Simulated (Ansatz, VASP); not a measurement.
# MgO: VASP beside Ansatz, part 2 of 2

One calculation is typed for both programs; each brings its own data sets. How far apart do they land? The structure shown is the end of the Ansatz relaxation below.

VASP 6.6.1 and Ansatz 0.2.0.

So far: Set-up; Ansatz: relaxation, PBEsol; VASP: single point, PBEsol, pair 1; Side by side.

**6. VASP: single point, PBEsol, pair 2**

Level of this step: PBEsol; plane waves and PAW (Mg, O) (VASP).

The same cell, functional, mesh and smearing now go to VASP, with its own data sets.

INCAR reads:

```
SYSTEM = MgO
PREC = Accurate
ENCUT = 600
EDIFF = 1E-06
NELM = 120
ISMEAR = -1
SIGMA = 0.02
LREAL = .FALSE.
ALGO = Normal
GGA = PS
NBANDS = 14
LORBIT = 11
LWAVE = .FALSE.
LCHARG = .FALSE.
ISIF = 2
LASPH = .TRUE.
GGA_COMPAT = .FALSE.
EFERMI = MIDGAP
KPAR = 2
```

POSCAR reads:

```
MgO
1.0
    2.9953678988      0.0000000000      0.0000000000
    0.0000000000      2.9953678988      0.0000000000
    0.0000000000      0.0000000000      4.1308156400
Mg O
2 2
Direct
    0.0000000000      0.0000000000      0.0000000000
    0.5000000000      0.5000000000      0.5000000000
    0.0000000000      0.0000000000      0.5000000000
    0.5000000000      0.5000000000      0.0000000000
```

KPOINTS reads:

```
Automatic mesh
0
Gamma
9 9 7
0 0 0
```

The projector-augmented-wave data sets are Mg and O (PBE family, release 64).

Run with:

```
mpirun -np 2 vasp_std
```

Numbers of over 12 decimals in the logs are rounded to 6 here.

Log:

```text
[banner, memory and clock lines left out]
running    2 mpi-ranks, on    1 nodes
[...]
[... a notice as in an earlier step ...]

 LDA part: xc-table for (Slater+PW92), standard interpolation
 POSCAR, INCAR and KPOINTS ok, starting setup
[...]
entering main loop
       N       E                     dE             d eps       ncg     rms          rms(c)
DAV:   1     0.669894059037E+02    0.66989E+02   -0.87896E+03  1736   0.116E+03
DAV:   2    -0.238540718925E+02   -0.90843E+02   -0.84039E+02  2138   0.230E+02
DAV:   3    -0.277820951134E+02   -0.39280E+01   -0.39099E+01  2034   0.490E+01
DAV:   4    -0.277981091197E+02   -0.16014E-01   -0.16013E-01  1920   0.364E+00
[...]
DAV:   9    -0.250189925144E+02    0.12610E-02   -0.18898E-03  2136   0.438E-01    0.132E-01
DAV:  10    -0.250189909786E+02    0.15358E-05   -0.48446E-04  1890   0.185E-01    0.109E-02
DAV:  11    -0.250189917185E+02   -0.73991E-06   -0.19888E-06  1882   0.144E-02
   1 F= -.25018992E+02 E0= -.25018992E+02  d E =0.000000E+00
```

From OUTCAR (step 6):

```text
  Total       -0.2074105     -0.2074105      1.1060429      0.0000000      0.0000000     -0.0000000
  in kB       -8.9661314     -8.9661314     47.8130430      0.0000000      0.0000000     -0.0000000
  external PRESSURE =       9.9602601 kB  Pullay stress =       0.0000000 kB

 POSITION                                       TOTAL-FORCE (eV/Angst)
 -----------------------------------------------------------------------------------
      0.00000      0.00000      0.00000         0.000000      0.000000     -0.000000
      1.49768      1.49768      2.06541        -0.000000     -0.000000     -0.000000
      0.00000      0.00000      2.06541         0.000000      0.000000     -0.000000
      1.49768      1.49768      0.00000        -0.000000     -0.000000      0.000000
 -----------------------------------------------------------------------------------
    total drift:                                0.000000     -0.000000     -0.000000

  FREE ENERGIE OF THE ION-ELECTRON SYSTEM (eV)
  ---------------------------------------------------
  free  energy   TOTEN  =       -25.0189917185 eV

  energy  without entropy=      -25.0189917185  energy(sigma->0) =      -25.01899172

[... 1 part as in an earlier step ...]

[... 2 further parts left out ...]
[key lines of the parts left out:]
E-fermi :   5.4898
```

The run ends at a pressure of 1.00 GPa.

**7. Comparison**

What differs besides the data sets and the points named for the pairs above, as far as they apply: the data sets hold 32 valence electrons in Ansatz (on its PAW soft_1 files) and 16 in VASP. Total energies have different zeros and are not compared.

The two programs side by side:

```tsv
quantity	Ansatz	VASP	difference
pressure (GPa)	1.87	1.00	+0.87
gap on the k mesh (eV)	4.696	4.691	+0.005
```

A gap on the mesh is an upper bound, since the band edges may lie between its points.

**8. Ansatz: relaxation, PBEsol**

This run makes the geometry at which the two programs are then compared. The cell compared in this pair holds 36.87 Å³, against 37.06 Å³ for the pair before.

The structure compared here is the end of the Ansatz relaxation.

input.yaml reads:

```yaml
crystal:
  lattice:
    - [3.002892035, 0.0, 0.0]
    - [0.0, 3.002892035, 0.0]
    - [0.0, 0.0, 4.08866446]
  atoms:
    - { symbol: Mg, position: [0.0, 0.0, 0.0] }
    - { symbol: Mg, position: [0.5, 0.5, 0.5] }
    - { symbol: O, position: [0.0, 0.0, 0.5] }
    - { symbol: O, position: [0.5, 0.5, 0.0] }
kpoints:
  mp_grid: { grid: [9, 9, 7] }
scf:
  occupations: { method: fermi_dirac, width: 0.02 }
hamiltonian:
  xc: pbesol
  pseudopotentials: { kind: paw, azcp: { folder: soft_1 }, xc_functional: pbe }
basis:
  ecutwfc: 600
output:
  forces: true
  stress: true
relax:
  f_tol: 0.005
  max_steps: 70
  cell: { stress_tol: 0.02, p_target: 0, fix: [c, alpha, beta, gamma] }
```

Run with:

```
ansatz run input.yaml --threads 4 --pin off --max-ram 10240MiB --backend cpu --events-out ev --progress --plain --runs-dir out
```

Log:

```text
[...]
Crystal: 4 atoms, lattice volume = 36.869 Å³
Basis set: ecut = 600 eV, 1205 PW (Γ), exchange–correlation on 48×48×72 points (8 copies of the dense FFT grid, shifted against one another)
Bands: 20, of which v1, the nominal top of the filled ones, is band 16 counted from 1 (15 counted from 0)
Symmetry: 32 space group operations
[...]
k-points: 60 of 567
[...]
P = ⅓ Tr σ = 3.0140 GPa (30.140 kbar)
--- Relaxed structure (2 steps of the walk, 2 accepted, 1 SCFs on fresh bases) ---
[...]
cell:  # Å, volume = 36.8705 Å³
    - [3.002955, 0, 0.0]
    - [0, 3.002955, 0.0]
    - [0.0, 0.0, 4.08866446]
  atoms:
    - { symbol: Mg, position: [0.0, 0.0, 0.0] }
    - { symbol: Mg, position: [0.500000, 0.500000, 0.5] }
    - { symbol: O, position: [0.0, 0.0, 0.5] }
    - { symbol: O, position: [0.500000, 0.500000, 0.0] }
[key lines of the parts left out:]
SCF converged after 12 iterations
Free energy (F): -4951.726214 eV
Fermi energy:    10.499654 eV
```

**9. VASP: single point, PBEsol, pair 3**

The same cell, functional, mesh and smearing now go to VASP, with its own data sets.

INCAR is that of step 6.

POSCAR reads:

```
MgO
1.0
    3.0029548830      0.0000000000      0.0000000000
    0.0000000000      3.0029548830      0.0000000000
    0.0000000000      0.0000000000      4.0886644600
Mg O
2 2
Direct
    0.0000000000      0.0000000000      0.0000000000
    0.5000000000      0.5000000000      0.5000000000
    0.0000000000      0.0000000000      0.5000000000
    0.5000000000      0.5000000000      0.0000000000
```

KPOINTS is that of step 6.

Run with:

```
mpirun -np 2 vasp_std
```

Log:

```text
[... set-up lines as in an earlier step ...]
 entering main loop
       N       E                     dE             d eps       ncg     rms          rms(c)
DAV:   1     0.645392511807E+02    0.64539E+02   -0.88953E+03  1760   0.116E+03
DAV:   2    -0.240677950002E+02   -0.88607E+02   -0.82086E+02  2196   0.232E+02
DAV:   3    -0.277787947296E+02   -0.37110E+01   -0.36980E+01  2070   0.478E+01
DAV:   4    -0.277933057765E+02   -0.14511E-01   -0.14510E-01  1860   0.347E+00
[...]
DAV:   9    -0.250021613697E+02    0.12657E-02   -0.19865E-03  2112   0.448E-01    0.126E-01
DAV:  10    -0.250021728972E+02   -0.11528E-04   -0.43854E-04  1872   0.176E-01    0.109E-02
DAV:  11    -0.250021735315E+02   -0.63432E-06   -0.18583E-06  1864   0.140E-02
   1 F= -.25002174E+02 E0= -.25002174E+02  d E =0.000000E+00
```

Parts of OUTCAR (step 9):

```text
  Total       -0.1968634     -0.1968634      1.8849072      0.0000000      0.0000000     -0.0000000
  in kB       -8.5545349     -8.5545349     81.9070846      0.0000000      0.0000000     -0.0000000
  external PRESSURE =      21.5993383 kB  Pullay stress =       0.0000000 kB

 POSITION                                       TOTAL-FORCE (eV/Angst)
 -----------------------------------------------------------------------------------
      0.00000      0.00000      0.00000         0.000000      0.000000     -0.000000
      1.50148      1.50148      2.04433        -0.000000     -0.000000      0.000000
      0.00000      0.00000      2.04433         0.000000      0.000000     -0.000000
      1.50148      1.50148      0.00000        -0.000000     -0.000000      0.000000
 -----------------------------------------------------------------------------------
    total drift:                                0.000000     -0.000000     -0.000000

  FREE ENERGIE OF THE ION-ELECTRON SYSTEM (eV)
  ---------------------------------------------------
  free  energy   TOTEN  =       -25.0021735315 eV

  energy  without entropy=      -25.0021735315  energy(sigma->0) =      -25.00217353

[... 1 part as in an earlier step ...]

[... 2 further parts left out ...]
[key lines of the parts left out:]
E-fermi :   5.5551
```

The run ends at a pressure of 2.16 GPa.

**10. Comparison**

What differs besides the data sets and the points named for the pairs above, as far as they apply: the data sets hold 32 valence electrons in Ansatz (on its PAW soft_1 files) and 16 in VASP. Total energies have different zeros and are not compared.

Both answers:

```tsv
quantity	Ansatz	VASP	difference
pressure (GPa)	3.01	2.16	+0.85
gap on the k mesh (eV)	4.732	4.726	+0.005
```

A gap on the mesh is an upper bound, since the band edges may lie between its points.

**11. Outcome**

```json
{
  "difference in gap on the k mesh (single point, PBEsol, pair 1)": "0.0054 eV",
  "difference in pressure (single point, PBEsol, pair 1)": "0.89 GPa",
  "difference in gap on the k mesh (single point, PBEsol, pair 2)": "0.0053 eV",
  "difference in pressure (single point, PBEsol, pair 2)": "0.87 GPa",
  "difference in gap on the k mesh (single point, PBEsol, pair 3)": "0.0052 eV",
  "difference in pressure (single point, PBEsol, pair 3)": "0.85 GPa"
}
```

What this shows: The difference in pressure is 0.89 GPa (single point, PBEsol, pair 1), within the 1 GPa picked in this series as the mark of a large difference. The data sets hold unlike numbers of valence electrons (32 in Ansatz and 16 in VASP), so part of the differences comes from the potentials. 4 further runs of this series are not shown here. How closely two codes agree says nothing of how well the functional describes the real material.

[Lines on the potential files, build, host, timing and source positions are cut from VASP's logs without a mark.]

[Logs are printed without paths, hosts, clocks, repeated set-up lines and the standing remarks that a program may print on its own settings, such as how far it seeks lower states.]

[Hosts, paths, dates, database ids (printed as entryN), source tags and the programs' standing remarks are cut or masked in the printed files.]
